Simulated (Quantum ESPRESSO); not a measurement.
# Sr (Fm-3m) in Quantum ESPRESSO: a series of runs, part 2 of 3

Quantum ESPRESSO 7.5. The steps go on from the part before.

## (3) Phonons, PBE

Contents of pw.in:

```
&CONTROL
  calculation = 'scf'
  prefix = 'pwscf'
  outdir = './tmp'
  pseudo_dir = './pseudo'
  tprnfor = .true.
  tstress = .true.
  disk_io = 'low'
/
&SYSTEM
  ibrav = 0
  nat = 1
  ntyp = 1
  ecutwfc = 68
  nbnd = 10
  occupations = 'smearing'
  smearing = 'mv'
  degauss = 0.01469973
/
&ELECTRONS
  conv_thr = 2d-10
  electron_maxstep = 120
  mixing_beta = 0.5
/
ATOMIC_SPECIES
Sr    87.6200 Sr.upf
CELL_PARAMETERS angstrom
   0.0000000000    3.0423500000    3.0423500000
   3.0423500000    0.0000000000    3.0423500000
   3.0423500000    3.0423500000    0.0000000000
ATOMIC_POSITIONS crystal
Sr     0.0000000000    0.0000000000    0.0000000000
K_POINTS automatic
8 8 8 0 0 0
```

Contents of relax.in:

```
&CONTROL
  calculation = 'vc-relax'
  prefix = 'pwscf'
  outdir = './tmp'
  pseudo_dir = './pseudo'
  tprnfor = .true.
  tstress = .true.
  disk_io = 'low'
  nstep = 40
  forc_conv_thr = 0.0001
  etot_conv_thr = 1d-06
/
&SYSTEM
  ibrav = 0
  nat = 1
  ntyp = 1
  ecutwfc = 68
  nbnd = 10
  occupations = 'smearing'
  smearing = 'mv'
  degauss = 0.01469973
/
&ELECTRONS
  conv_thr = 2d-10
  electron_maxstep = 120
  mixing_beta = 0.5
/
&IONS
  ion_dynamics = 'bfgs'
/
&CELL
  cell_dynamics = 'bfgs'
  press = 0
  press_conv_thr = 0.2
/
ATOMIC_SPECIES
Sr    87.6200 Sr.upf
CELL_PARAMETERS angstrom
   0.0000000000    3.0423500000    3.0423500000
   3.0423500000    0.0000000000    3.0423500000
   3.0423500000    3.0423500000    0.0000000000
ATOMIC_POSITIONS crystal
Sr     0.0000000000    0.0000000000    0.0000000000
K_POINTS automatic
8 8 8 0 0 0
```

Contents of scf2.in:

```
&CONTROL
  calculation = 'scf'
  prefix = 'pwscf'
  outdir = './tmp'
  pseudo_dir = './pseudo'
  tprnfor = .true.
  tstress = .true.
  disk_io = 'low'
/
&SYSTEM
  ibrav = 0
  nat = 1
  ntyp = 1
  ecutwfc = 68
  nbnd = 10
  occupations = 'smearing'
  smearing = 'mv'
  degauss = 0.01469973
/
&ELECTRONS
  conv_thr = 1d-13
  electron_maxstep = 120
  mixing_beta = 0.5
  startingpot = 'file'
  startingwfc = 'file'
/
ATOMIC_SPECIES
Sr    87.6200 Sr.upf
CELL_PARAMETERS angstrom
   0.0000000000    3.0138916328    3.0138916328
   3.0138916328    0.0000000000    3.0138916328
   3.0138916328    3.0138916328    0.0000000000
ATOMIC_POSITIONS crystal
Sr     0.0000000000    0.0000000000    0.0000000000
K_POINTS automatic
8 8 8 0 0 0
```

Contents of ph.in:

```
phonons of Sr
&INPUTPH
  prefix = 'pwscf'
  outdir = './tmp'
  tr2_ph = 1d-18
  fildyn = 'dyn'
  niter_ph = 90
  alpha_mix(1) = 0.4
/
0.3535533906 0.3535533906 0.3535533906
```

Potentials or basis: PseudoDojo 0.4.1 SR PBE standard.

On the command line:

```
$ OMP_NUM_THREADS=1 mpirun -n 4 pw.x -nk 4 -in pw.in > pw.out
$ OMP_NUM_THREADS=1 mpirun -n 4 pw.x -nk 4 -in relax.in > relax.out
$ OMP_NUM_THREADS=1 mpirun -n 4 pw.x -nk 4 -in scf2.in > scf2.out
$ OMP_NUM_THREADS=1 mpirun -n 4 ph.x -nk 4 -in ph.in > ph.out
```

pw.out:

```text
This program is part of the open-source Quantum ESPRESSO suite
     for quantum simulation of materials; please cite
[... 6 lines left out ...]
     using ibrav=0 with symmetry is DISCOURAGED, use correct ibrav instead

     K-points division:     npool     =       4
     Subspace diagonalization in iterative solution of the eigenvalue problem:
     a serial algorithm will be used

     G-vector sticks info
     --------------------
     sticks:   dense  smooth     PW     G-vecs:    dense   smooth      PW
     Sum        1237    1237    367                28763    28763    4621

     Using Slab Decomposition

     bravais-lattice index     =            0
     lattice parameter (alat)  =       8.1306  a.u.
     unit-cell volume          =     380.0617 (a.u.)^3
     number of atoms/cell      =            1
     number of atomic types    =            1
     number of electrons       =        10.00
     number of Kohn-Sham states=           10
     kinetic-energy cutoff     =      68.0000  Ry
     charge density cutoff     =     272.0000  Ry
     scf convergence threshold =      2.0E-10
     mixing beta               =       0.5000
     number of iterations used =            8  plain     mixing
     Exchange-correlation= PBE
                           (   1   4   3   4   0   0   0)

     celldm(1)=   8.130608  celldm(2)=   0.000000  celldm(3)=   0.000000
     celldm(4)=   0.000000  celldm(5)=   0.000000  celldm(6)=   0.000000

[... 8 lines left out ...]
               b(3) = (  0.707107  0.707107 -0.707107 )

     PseudoPot. # 1 for Sr read from file:
     Sr.upf
     Pseudo is Norm-conserving + core correction, Zval = 10.0
     Generated using ONCVPSP code by D. R. Hamann
     Using radial grid of 1834 points,  6 beta functions with:
                l(1) =   0
                l(2) =   0
                l(3) =   1
                l(4) =   1
                l(5) =   2
                l(6) =   2

     atomic species   valence    mass     pseudopotential
     Sr               10.00    87.62000     Sr( 1.00)

     48 Sym. Ops., with inversion, found

   Cartesian axes

     site n.     atom                  positions (alat units)
         1        Sr     tau(   1) = (   0.0000000   0.0000000   0.0000000  )

     number of k points=    29  Marzari-Vanderbilt smearing, width (Ry)=  0.0147
                       cart. coord. in units 2pi/alat
        k(    1) = (   0.0000000   0.0000000   0.0000000), wk =   0.0039062
        k(    2) = (   0.0883883   0.0883883  -0.0883883), wk =   0.0312500
        k(    3) = (   0.1767767   0.1767767  -0.1767767), wk =   0.0312500
        k(    4) = (   0.2651650   0.2651650  -0.2651650), wk =   0.0312500
        k(    5) = (  -0.3535534  -0.3535534   0.3535534), wk =   0.0156250
        k(    6) = (   0.1767767   0.0000000   0.0000000), wk =   0.0234375
[... 21 lines left out ...]
        k(   28) = (  -0.7071068   0.1767767  -0.0000000), wk =   0.0468750
        k(   29) = (  -0.7071068   0.3535534   0.0000000), wk =   0.0234375

     Dense  grid:    28763 G-vectors     FFT dimensions: (  45,  45,  45)

     Initial potential from superposition of free atoms

     starting charge       9.9917, renormalised to      10.0000
     Starting wfcs are    5 randomized atomic wfcs +    5 random wfcs

     Self-consistent Calculation

     iteration #  1     ecut=    68.00 Ry     beta= 0.50
     Davidson diagonalization with overlap
     ethr =  1.00E-02,  avg # of iterations =  8.1

     Threshold (ethr) on eigenvalues was too large:
     Diagonalizing with lowered threshold

     Davidson diagonalization with overlap
     ethr =  1.42E-05,  avg # of iterations =  9.4

     total energy              =     -68.46724234 Ry
     estimated scf accuracy    <       0.00124950 Ry

     iteration #  2     ecut=    68.00 Ry     beta= 0.50
     Davidson diagonalization with overlap
     ethr =  1.25E-05,  avg # of iterations =  1.0
[... 22 lines left out ...]
     total energy              =     -68.46739957 Ry
     estimated scf accuracy    <       0.00000004 Ry

     iteration #  6     ecut=    68.00 Ry     beta= 0.50
     Davidson diagonalization with overlap
     ethr =  4.26E-10,  avg # of iterations =  1.1

     End of self-consistent calculation

          k = 0.0000 0.0000 0.0000 (  3647 PWs)   bands (ev):

   -31.6821 -13.5708 -13.5708 -13.5708   1.3575   7.2943   7.2943   7.2943
     8.7250   8.7250

          k = 0.0884 0.0884-0.0884 (  3605 PWs)   bands (ev):

   -31.6803 -13.5977 -13.5744 -13.5744   1.6010   6.9341   7.3975   7.3975
     8.5951   8.5951
[... 83 lines left out ...]
   -31.6662 -13.7279 -13.6444 -13.6305   4.3257   5.3931   5.9531   8.8109
     9.2549   9.9035

          k = 0.0000-0.5303 0.5303 (  3580 PWs)   bands (ev):

   -31.6660 -13.7107 -13.6748 -13.6229   4.8900   5.2031   5.7717   8.3326
     8.7234   9.5570

          k =-0.7071 0.0000 0.0000 (  3572 PWs)   bands (ev):

   -31.6656 -13.7399 -13.6365 -13.6365   4.3555   5.3384   5.9591   9.7452
    10.0338  10.1238

          k = 0.3536 0.1768 0.0000 (  3598 PWs)   bands (ev):

   -31.6726 -13.6774 -13.6162 -13.5944   2.8505   5.9965   6.7854   7.9131
     8.1043   9.4493

          k =-0.2652-0.4419 0.6187 (  3594 PWs)   bands (ev):
[... 16 lines left out ...]
   -31.6662 -13.7093 -13.6677 -13.6272   4.7933   5.2865   5.8343   7.7189
     9.2368  10.0437

          k = 0.0000-0.3536 0.5303 (  3589 PWs)   bands (ev):

   -31.6668 -13.6996 -13.6762 -13.6180   4.6080   5.5695   5.6480   7.7056
     9.1931   9.4110

          k =-0.7071 0.1768-0.0000 (  3596 PWs)   bands (ev):

   -31.6656 -13.7249 -13.6518 -13.6373   4.6352   5.4011   5.8332   8.1619
    10.0376  10.1703

          k =-0.7071 0.3536 0.0000 (  3636 PWs)   bands (ev):

   -31.6656 -13.6885 -13.6885 -13.6381   5.0503   5.5869   5.5869   7.1549
    10.0384  10.1944

     the Fermi energy is     4.9376 ev

!    total energy              =     -68.46739957 Ry
     estimated scf accuracy    <          5.8E-11 Ry
     smearing contrib. (-TS)   =       0.00000396 Ry
     internal energy E=F+TS    =     -68.46740353 Ry

     The total energy is F=E-TS. E is the sum of the following terms:
     one-electron contribution =     -26.00162908 Ry
     hartree contribution      =      14.02576106 Ry
     xc contribution           =     -16.61767936 Ry
     ewald contribution        =     -39.87385614 Ry

     convergence has been achieved in   6 iterations

     Forces acting on atoms (cartesian axes, Ry/au):

     atom    1 type  1   force =     0.00000000    0.00000000    0.00000000

     Total force =     0.000000     Total SCF correction =     0.000000

     Computing stress (Cartesian axis) and pressure

          total   stress  (Ry/bohr**3)                   (kbar)     P=       -3.19
  -0.00002166  -0.00000000   0.00000000           -3.19       -0.00        0.00
  -0.00000000  -0.00002166   0.00000000           -0.00       -3.19        0.00
   0.00000000   0.00000000  -0.00002166            0.00        0.00       -3.19

=------------------------------------------------------------------------------=
   JOB DONE.
=------------------------------------------------------------------------------=
```

relax.out:

```text
This program is part of the open-source Quantum ESPRESSO suite
     for quantum simulation of materials; please cite
[... 6 lines left out ...]
     using ibrav=0 with symmetry is DISCOURAGED, use correct ibrav instead

     K-points division:     npool     =       4
[... 2372 lines left out ...]
  -0.00000017  -0.00000000  -0.00000000           -0.03       -0.00       -0.00
  -0.00000000  -0.00000017  -0.00000000           -0.00       -0.03       -0.00
   0.00000000  -0.00000000  -0.00000017            0.00       -0.00       -0.03

=------------------------------------------------------------------------------=
   JOB DONE.
=------------------------------------------------------------------------------=
```

scf2.out:

```text
This program is part of the open-source Quantum ESPRESSO suite
     for quantum simulation of materials; please cite
[... 6 lines left out ...]
     using ibrav=0 with symmetry is DISCOURAGED, use correct ibrav instead

     K-points division:     npool     =       4
[... 281 lines left out ...]
  -0.00000017   0.00000000   0.00000000           -0.02        0.00        0.00
   0.00000000  -0.00000017  -0.00000000            0.00       -0.02       -0.00
  -0.00000000  -0.00000000  -0.00000017           -0.00       -0.00       -0.02

=------------------------------------------------------------------------------=
   JOB DONE.
=------------------------------------------------------------------------------=
```

It took 64 s on 4 MPI ranks of Intel Xeon 6975P-C (Granite Rapids), shared host; peak memory 0.4 GiB.

Results:

- Free energy: -931.5480 eV
- Relaxed volume: 54.75 Å³/atom
- Relaxed cell: a = 4.262 Å, b = 4.262 Å, c = 4.262 Å, α = 60.00°, β = 60.00°, γ = 60.00°
- Space group after relaxing (to 0.05 Å): Fm-3m (No. 225)
- Pressure after relaxing: 0.0 GPa
- Band gap on the k mesh: none (metal or under the smearing width)
- Highest phonon frequency at the q point run: 93 cm⁻¹

Step by step:
```tsv
step	energy change (eV)	largest force (eV/Å)	pressure (GPa)	volume (Å³)
1	0.0000	0.0000	-0.32	56.32
2	-0.0002	0.0000	-0.30	56.23
3	-0.0004	0.0000	-0.28	56.09
4	-0.0008	0.0000	-0.23	55.89
5	-0.0011	0.0000	-0.17	55.58
6	-0.0015	0.0000	-0.08	55.12
7	-0.0016	0.0000	0.00	54.75
8	-0.0016	0.0000	0.00	54.75
```

Final structure:
```
Sr
1.0
     0.00000    3.01389    3.01389
     3.01389    0.00000    3.01389
     3.01389    3.01389    0.00000
Sr
1
Direct
  0.00000 0.00000 0.00000
```

Phonon frequencies in cm⁻¹ (negative: imaginary):
```csv
q point,frequencies
"(0.500, 0.500, 0.500)",49 49 93
```

Phonon modes at q = (0.500, 0.500, 0.500) in reciprocal lattice units:
| mode | symmetry | cm⁻¹ |
| --- | --- | --- |
| 1 | E_u | 49 |
| 2 | E_u | 49 |
| 3 | A_2u | 93 |

(Part 2 of 3 ends here.)
